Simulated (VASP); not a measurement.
# Ru in VASP: a series of runs

Runs on Ru. Level: PBE. Tasks: single point.

Program: VASP 6.6.1. These are calculated values, not measurements. Logs are shortened: lines on timing, memory, paths and dates and some standing lists are left out, and cuts for length are marked.

### Step 1. The sheet as given

The cell holds a sheet with vacuum, 1 atom: a = 2.379 Å, b = 2.379 Å, c = 23.800 Å, α = 90.00°, β = 90.00°, γ = 90.00°.

The cell was built by a generator and needn't be a form met in nature.

### Step 2. Single point, PBE

INCAR reads:

```
SYSTEM = Ru
ALGO     = Fast           ! electronic algorithm
DIPOL    = 0.5 0.5 0.294
EDIFF    = 1E-7           ! SCF threshold, eV
ENCUT    = 520            ! plane-wave cutoff, eV
GGA      = PE             ! functional
IDIPOL   = 3            
ISIF     = 2              ! what is computed and relaxed
ISMEAR   = 0              ! smearing method
LASPH    = .TRUE.         ! aspherical terms in the spheres
LCHARG   = .FALSE.        ! write CHGCAR
LDIPOL   = .TRUE.       
LREAL    = .FALSE.        ! projectors in reciprocal space
LWAVE    = .FALSE.        ! write WAVECAR
NBANDS   = 13             ! bands
NELM     = 100            ! most SCF steps
PREC     = Accurate       ! precision mode
SIGMA    = 0.1            ! smearing width, eV
```

KPOINTS reads:

```
k-points
0
G
  22 22 1
  0 0 0
```

POSCAR reads:

```
Ru
1.0
    2.3786910326      0.0000000000      0.0000000000
    0.0000000000      2.3786910326      0.0000000000
    0.0000000000      0.0000000000     23.8000000000
Ru
1
Direct
    0.5000000000      0.5000000000      0.2941176471
```

Potentials or basis: VASP PAW PBE potentials, release 64 (Ru_pv).

Launch:

```
$ cat potpaw_PBE.64/Ru_pv/POTCAR > POTCAR
$ mpirun -np 1 vasp_std > vasp.out
```

OUTCAR:

```text
SYSTEM = Ru
   EDIFF = 1E-7
   ENCUT = 520
   GGA = PE
   ISIF = 2
   ISMEAR = 0
   LASPH = .TRUE.
   LREAL = .FALSE.
   NELM = 100
   PREC = Accurate

 ion  position               nearest neighbor table
   1  0.500  0.500  0.294-

  LATTYP: Found a simple tetragonal cell.
 ALAT       =     2.3786910326
 C/A-ratio  =    10.0055028895

  Lattice vectors:

 A1 = (   2.3786910326,   0.0000000000,   0.0000000000)
 A2 = (   0.0000000000,   2.3786910326,   0.0000000000)
 A3 = (   0.0000000000,   0.0000000000,  23.8000000000)

Analysis of symmetry for initial positions (statically):
=====================================================================
 Subroutine PRICEL returns:
 Original cell was already a primitive cell.

 Routine SETGRP: Setting up the symmetry group for a
 simple tetragonal supercell.

 Subroutine GETGRP returns: Found 16 space group operations
 (whereof  8 operations were pure point group operations)
 out of a pool of 16 trial point group operations.

The static configuration has the point symmetry C_4v.
 The point group associated with its full space group is D_4h.

Analysis of symmetry for dynamics (positions and initial velocities):
=====================================================================
 Subroutine PRICEL returns:
 Original cell was already a primitive cell.

 Routine SETGRP: Setting up the symmetry group for a
 simple tetragonal supercell.

 Subroutine GETGRP returns: Found 16 space group operations
 (whereof  8 operations were pure point group operations)
 out of a pool of 16 trial point group operations.

The dynamic configuration has the point symmetry C_4v.
 The point group associated with its full space group is D_4h.

 Subroutine INISYM returns: Found 16 space group operations
 (whereof  8 operations are pure point group operations),
 and found     1 'primitive' translations

----------------------------------------------------------------------------------------

                                     Primitive cell

  volume of cell :     134.6645

  direct lattice vectors                    reciprocal lattice vectors
     2.378691033  0.000000000  0.000000000     0.420399281  0.000000000  0.000000000
     0.000000000  2.378691033  0.000000000     0.000000000  0.420399281  0.000000000
     0.000000000  0.000000000 23.800000000     0.000000000  0.000000000  0.042016807

  length of vectors
     2.378691033  2.378691033 23.800000000     0.420399281  0.420399281  0.042016807

  position of ions in fractional coordinates (direct lattice)
     0.500000000  0.500000000  0.294117647

  ion indices of the primitive-cell ions
   primitive index   ion index
                 1           1

----------------------------------------------------------------------------------------

 KPOINTS: k-points

Automatic generation of k-mesh.
 Grid dimensions read from file:
 generate k-points for:   22   22    1

 Generating k-lattice:

  Cartesian coordinates                     Fractional coordinates (reciprocal lattice)
     0.019109058  0.000000000  0.000000000     0.045454545  0.000000000  0.000000000
     0.000000000  0.019109058  0.000000000     0.000000000  0.045454545  0.000000000
     0.000000000  0.000000000  0.042016807     0.000000000  0.000000000  1.000000000

  Length of vectors
     0.019109058  0.019109058  0.042016807

  Shift w.r.t. Gamma in fractional coordinates (k-lattice)
     0.000000000  0.000000000  0.000000000

 Subroutine IBZKPT returns following result:
 ===========================================

 Found     78 irreducible k-points:

 Following reciprocal coordinates:
            Coordinates               Weight
  0.000000  0.000000  0.000000      1.000000
  0.045455  0.000000  0.000000      4.000000
  0.090909  0.000000  0.000000      4.000000
  0.136364  0.000000  0.000000      4.000000
  0.181818  0.000000  0.000000      4.000000
  0.227273  0.000000  0.000000      4.000000
[... 16 lines left out ...]
  0.500000  0.045455  0.000000      4.000000
  0.090909  0.090909  0.000000      4.000000
 [... further k-points ...]
   k-points           NKPTS =     78   k-points in BZ     NKDIM =     78   number of bands    NBANDS=     13
   number of dos      NEDOS =    301   number of ions     NIONS =      1
   total plane-waves  NPLWV =  58320
   dimension x,y,z NGX =    18 NGY =   18 NGZ =  180
   dimension x,y,z NGXF=    36 NGYF=   36 NGZF=  360
   ions per type =               1
   NGX,Y,Z   is equivalent  to a cutoff of  12.58, 12.58, 12.57 a.u.
   NGXF,Y,Z  is equivalent  to a cutoff of  25.16, 25.16, 25.15 a.u.
 SYSTEM =  Ru
   PREC   = accura    normal or accurate (medium, high low for compatibility)
   ISTART =      0    job   : 0-new  1-cont  2-samecut
   ICHARG =      2    charge: 1-file 2-atom 10-const
   ISPIN  =      1    spin polarized calculation?
   LNONCOLLINEAR =      F non collinear calculations
   LSORBIT =      F    spin-orbit coupling
   LASPH  =      T    aspherical Exc in radial PAW
   ENCUT  =  520.0 eV  38.22 Ry    6.18 a.u.   4.42  4.42 44.25*2*pi/ulx,y,z
   NELM   =    100;   NELMIN=  2; NELMDL= -5     # of ELM steps
   EDIFF  = 0.1E-06   stopping-criterion for ELM
   LREAL  =      F    real-space projection
   EDIFFG = 0.1E-05   stopping-criterion for IOM
   NSW    =      0    number of steps for IOM
   IBRION =     -1    ionic relax: 0-MD 1-quasi-New 2-CG
   NFREE  =      0    steps in history (QN), initial steepest desc. (CG)
   ISIF   =      2    stress and relaxation
   ISYM   =      2    0-nonsym 1-usesym 2-fastsym
   POTIM  = 0.5000    time-step for ionic-motion
   TEBEG  =    0.0;   TEEND  =   0.0 temperature during run
   PSTRESS=    0.0 pullay stress
   NELECT =      14.0000    total number of electrons
   NUPDOWN=      -1.0000    fix difference up-down
   EMIN   =  10.00;   EMAX   =-10.00  energy-range for DOS
   EFERMI =   0.00;   METHOD = LEGACY
   ISMEAR =     0;   SIGMA  =   0.10  broadening in eV -4-tet -1-fermi 0-gaus
   EFERMI_NEDOS =   21; number of points for ismear=-14 and -15
   IALGO  =     68    algorithm
   IMIX   =      4    mixing-type and parameters
     AMIX     =   0.40;   BMIX     =  1.00
     AMIX_MAG =   1.60;   BMIX_MAG =  1.00
  volume/ion in A,a.u.               =     134.66       908.76
  Fermi-wavevector in a.u.,A,eV,Ry     =   0.769780  1.454673  8.062281  0.592561
  Thomas-Fermi vector in A             =   1.870842
   LORBIT       =      0    0 simple, 1 ext, 2 COOP (PROOUT), +10 PAW based schemes
   GGA     = PE    functional components
   LHFCALC =     F    Hartree Fock is set to
   AEXX    =    0.0000 exact exchange contribution
   IVDW    =     0    specifies the selected vdW correction
   LEPSILON=     F    determine dielectric tensor
   LRPA    =     F    only Hartree local field effects (RPA)
 non-spin polarized calculation
 RMM-DIIS sequential band-by-band and
 Gauss-broadening in eV      SIGMA  =   0.10
  energy-cutoff  :      520.00
  volume of cell :      134.66
 maximum number of plane-waves:      3683
 NGX is ok and might be reduce to    18
   NGX =  9   NGY =  9   NGZ = 89

 dipolmoment           0.000000      0.000000     -0.000000 electrons x Angstroem

 number of electron      13.9999991 magnetization

 dipolmoment           0.000000      0.000000      0.000000 electrons x Angstroem

 Free energy of the ion-electron system (eV)
  ---------------------------------------------------
  ext. energy  EPLUGINS =         0.00000000
  ---------------------------------------------------
  free energy    TOTEN  =        -6.99746178 eV

  energy without entropy =       -6.99053562  energy(sigma->0) =       -6.99399870

 E-fermi :  -3.5778     XC(G=0):  -2.2039

 val. band max:       -3.5804021907   @ k =   0.4091   0.1818   0.0000
 cond. band min:      -3.5606761181   @ k =   0.4545   0.1364   0.0000
 fundamental gap:      0.0197260726
 Fermi energy:        -3.5777872141

 k-point     1 :       0.0000    0.0000    0.0000
  band No.  band energies     occupation
      1     -46.2131      2.00000
      2     -45.7298      2.00000
      3     -45.7298      2.00000
      4      -9.3919      2.00000
      5      -9.3512      2.00000
      6      -5.8976      2.00000
      7      -2.5878      0.00000
      8      -2.5174      0.00000
      9      -2.5174      0.00000
     10      -1.0438      0.00000
     11       1.5618      0.00000
     12       1.9328      0.00000
     13       2.1029      0.00000

 k-point     2 :       0.0455    0.0000    0.0000
  band No.  band energies     occupation
      1     -46.2092      2.00000
      2     -45.7658      2.00000
      3     -45.7267      2.00000
      4      -9.3478      2.00000
      5      -9.2419      2.00000
      6      -5.8642      2.00000
      7      -3.1332      0.00000
      8      -2.5076      0.00000
      9      -2.0183      0.00000
     10      -1.1253      0.00000
     11       1.6146      0.00000
     12       1.9956      0.00000
     13       2.1572      0.00000

 k-point     3 :       0.0909    0.0000    0.0000
  band No.  band energies     occupation
      1     -46.1977      2.00000
      2     -45.8702      2.00000
      3     -45.7178      2.00000
      4      -9.2741      2.00000
      5      -8.8626      2.00000
      6      -5.7649      2.00000
      7      -3.7565      1.98850
      8      -2.4788      0.00000
      9      -1.5158      0.00000
     10      -1.3574      0.00000
     11       1.7728      0.00000
     12       2.1800      0.00000
     13       2.3198      0.00000
[... 305 lines left out ...]
 k-point    23 :       0.5000    0.0455    0.0000
  band No.  band energies     occupation
      1     -47.3756      2.00000
      2     -46.0124      2.00000
      3     -45.6117      2.00000
      4      -7.9037      2.00000
      5      -7.6573      2.00000
      6      -4.5186      2.00000
      7      -3.6901      1.88764
      8      -2.1512      0.00000
      9      -0.6171      0.00000
     10       4.1227      0.00000
     11       5.5011      0.00000
     12       6.8866      0.00000
     13       7.4863      0.00000

 k-point    24 :       0.0909    0.0909    0.0000
  band No.  band energies     occupation
      1     -46.1824      2.00000
      2     -45.8641      2.00000
      3     -45.8513      2.00000
      4      -8.8170      2.00000
      5      -8.7229      2.00000
      6      -5.6359      2.00000
      7      -4.0494      2.00000
      8      -2.8998      0.00000
      9      -1.6770      0.00000
     10      -0.9270      0.00000
     11       1.9853      0.00000
     12       2.4260      0.00000
     13       2.5372      0.00000

 [... further k-points ...]

------------------------ aborting loop because EDIFF is reached ----------------------------------------

 vacuum level on the upper side and lower side of the slab       (xc-potential included)        -0.007        -0.008

  FORCE on cell =-STRESS in cart. coord.  units (eV):
  Direction    XX          YY          ZZ          XY          YZ          ZX
  --------------------------------------------------------------------------------------
  -------------------------------------------------------------------------------------
  Total        0.0371231      0.0371231     -0.0109589      0.0000000      0.0000000      0.0000000
  in kB        0.4416743      0.4416743     -0.1303839      0.0000000      0.0000000      0.0000000
  external PRESSURE =       0.2509882 kB  Pullay stress =       0.0000000 kB

 VOLUME and BASIS-vectors are now :
 -----------------------------------------------------------------------------
  energy-cutoff  :      520.00
  volume of cell :      134.66
      direct lattice vectors                 reciprocal lattice vectors
     2.378691033  0.000000000  0.000000000     0.420399281  0.000000000  0.000000000
     0.000000000  2.378691033  0.000000000     0.000000000  0.420399281  0.000000000
     0.000000000  0.000000000 23.800000000     0.000000000  0.000000000  0.042016807

 POSITION                                       TOTAL-FORCE (eV/Angst)
 -----------------------------------------------------------------------------------
      1.18935      1.18935      7.00000         0.000000      0.000000      0.000000
 -----------------------------------------------------------------------------------
    total drift:                                0.000000      0.000000      0.000086

  FREE ENERGIE OF THE ION-ELECTRON SYSTEM (eV)
  ---------------------------------------------------
  free  energy   TOTEN  =        -6.9974617827 eV

  energy  without entropy=       -6.9905356186  energy(sigma->0) =       -6.99399870

 vacuum level on the upper side and lower side of the slab         1.883         1.885
```

Wall time 2.8 min (1 thread of Intel Xeon Platinum 8259CL at 2.50GHz (Skylake/Cascade Lake), shared host); peak memory 0.31 GiB.

Results:

```yaml
Free_energy: -6.9975 eV
Band_gap_on_the_k_mesh: none (metal or under the smearing width)
```

### Step 3. Single point, PBE

This run uses another cell than the first one, of 134.95 Å³/atom, 1.002 times its volume.

INCAR, as its differences from that of step 2:

```diff
@@ -3,3 +3,3 @@
 DIPOL    = 0.5 0.5 0.294
-EDIFF    = 1E-7           ! SCF threshold, eV
+EDIFF    = 1E-6           ! SCF threshold, eV
 ENCUT    = 520            ! plane-wave cutoff, eV
```

KPOINTS is that of step 2.

POSCAR reads:

```
Ru
1.0
    2.3812063463      0.0000000000      0.0000000000
    0.0000000000      2.3812063463      0.0000000000
    0.0000000000      0.0000000000     23.8000000000
Ru
1
Direct
    0.5000000000      0.5000000000      0.2941176471
```

Potentials or basis: VASP PAW PBE potentials, release 64 (Ru_pv).

Launch:

```
$ cat potpaw_PBE.64/Ru_pv/POTCAR > POTCAR
$ mpirun -np 1 vasp_std > vasp.out
```

Wall time 2.5 min (1 thread of Intel Xeon Platinum 8259CL at 2.50GHz (Skylake/Cascade Lake), shared host); peak memory 0.3 GiB.

The run converged. Its results:

| Property | Result |
| --- | --- |
| Free energy | -6.9975 eV |
| Band gap on the k mesh | none (metal or under the smearing width) |

Levels at points of the mesh, in eV from the Fermi level:
```
           k point  band 4  band 5  band 6  band 7  band 8  band 9  band 10  band 11
(0.00, 0.00, 0.00)   -5.80   -5.75   -2.31    1.00    1.06    1.06     2.52     5.14
(0.50, 0.00, 0.00)   -4.44   -4.08   -0.64   -0.14    1.56    2.66     7.56     9.03
(0.50, 0.50, 0.00)   -6.39   -2.72   -2.72    0.76    4.88    9.95     9.95    11.09
```

### Step 4. Single point, PBE

This run uses another cell than the first one, of 134.95 Å³/atom, 1.002 times its volume.

INCAR reads:

```
SYSTEM = Ru
ALGO     = Normal         ! electronic algorithm
DIPOL    = 0.5 0.5 0.294
EDIFF    = 1E-6           ! SCF threshold, eV
ENCUT    = 520            ! plane-wave cutoff, eV
GGA      = PE             ! functional
IDIPOL   = 3            
ISIF     = 2              ! what is computed and relaxed
ISMEAR   = 0              ! smearing method
LASPH    = .True.         ! aspherical terms in the spheres
LCHARG   = .True.         ! write CHGCAR
LDIPOL   = .True.       
LELF     = .True.         ! ELF
LREAL    = .False.        ! projectors in reciprocal space
LVACPOTAV= .True.       
LVHAR    = .True.       
LWAVE    = .False.        ! write WAVECAR
NBANDS   = 13             ! bands
NELM     = 100            ! most SCF steps
PREC     = Accurate       ! precision mode
SIGMA    = 0.1            ! smearing width, eV
```

KPOINTS reads:

```
k-points
0
Gamma
  8 8 1
  0 0 0
```

POSCAR is that of step 3.

Launch:

```
$ cat potpaw_PBE.64/Ru_pv/POTCAR > POTCAR
$ mpirun -np 1 vasp_std > vasp.out
```

Run time: 33 s. Hardware: 1 thread of Intel Xeon Platinum 8259CL at 2.50GHz (Skylake/Cascade Lake), shared host; peak memory 0.23 GiB.

Results (log left out):

```
Free energy                     : -7.0083 eV
Band gap on the k mesh          : none (metal or under the smearing width)
Work function of the upper face : 5.38 eV
Work function of the lower face : 5.38 eV
```

Levels at points of the mesh, in eV from the Fermi level:
```
           k point  band 5  band 6  band 7  band 8  band 9  band 10
(0.00, 0.00, 0.00)   -5.87   -2.46    0.86    0.88    0.88     2.39
(0.50, 0.00, 0.00)   -4.25   -0.77   -0.29    1.39    2.51     7.43
(0.50, 0.50, 0.00)   -2.89   -2.89    0.59    4.76    9.81     9.81
```

### Step 5. Single point, PBE

This run uses another cell than the first one, of 86.11 Å³/atom, 0.639 times its volume.

INCAR reads:

```
PREC = Accurate ; ENCUT = 520
EDIFF = 1E-6 ; ISMEAR = 0
SIGMA = 0.1 ; LREAL = False
LASPH = True ; NELM = 100
ALGO = Normal ; ISIF = 2
LWAVE = False ; LCHARG = True
LDIPOL = True ; IDIPOL = 3
DIPOL = 0.5 0.5 0.500 ; GGA = PE
LELF = True ; LVHAR = True
LVACPOTAV = True ; NBANDS = 13
```

KPOINTS reads:

```
regular mesh
0
Gamma
  8 8 1
```

POSCAR reads:

```
Ru
1.0
    2.4800270000      0.0000000000      0.0000000000
    0.0000000000      2.4800270000      0.0000000000
    0.0000000000      0.0000000000     14.0000000000
Ru
1
Direct
    0.5000000000      0.5000000000      0.5000000000
```

Launch:

```
$ cat potpaw_PBE.64/Ru_pv/POTCAR > POTCAR
$ mpirun -np 1 vasp_std > vasp.out
```

Wall time 20 s (1 thread of Intel Xeon Platinum 8259CL at 2.50GHz (Skylake/Cascade Lake), shared host); peak memory 0.17 GiB.

The run converged. Its results:

- Free energy: -6.8954 eV
- Band gap on the k mesh: none (metal or under the smearing width)
- Work function of the upper face: 5.45 eV
- Work function of the lower face: 5.45 eV

Levels at points of the mesh, in eV from the Fermi level:
| k point | band 3 | band 4 | band 5 | band 6 | band 7 | band 8 | band 9 | band 10 | band 11 | band 12 |
| --- | --- | --- | --- | --- | --- | --- | --- | --- | --- | --- |
| (0.00, 0.00, 0.00) | -42.24 | -5.39 | -5.00 | -2.00 | 0.73 | 0.73 | 1.15 | 1.97 | 5.02 | 5.97 |
| (0.50, 0.00, 0.00) | -42.14 | -3.99 | -3.54 | -0.63 | -0.23 | 1.14 | 2.35 | 7.16 | 7.98 | 9.96 |
| (0.50, 0.50, 0.00) | -42.32 | -5.48 | -2.41 | -2.41 | 0.48 | 3.95 | 8.89 | 8.89 | 11.12 | 12.04 |

### Step 6. Overview

| cell | k mesh | gap on the mesh (eV) | work function (eV) |
| --- | --- | --- | --- |
| P4/mmm, 134.66 Å³/atom | 22 × 22 × 1 | none | - |
| P4/mmm, 134.95 Å³/atom | 22 × 22 × 1 | none | - |
| P4/mmm, 134.95 Å³/atom | 8 × 8 × 1 | none | 5.38 |
| P4/mmm, 86.11 Å³/atom | 8 × 8 × 1 | none | 5.45 |

Alike in all rows: task single point; level PBE; potentials or basis VASP PAW PBE potentials, release 64 (Ru_pv); no spin polarisation; cutoff (eV) 520; smearing gaussian 0.1 eV.

Every run on the cell as given and a fine mesh finds a metal.

Absolute energies hang on the potentials; compare differences alone.
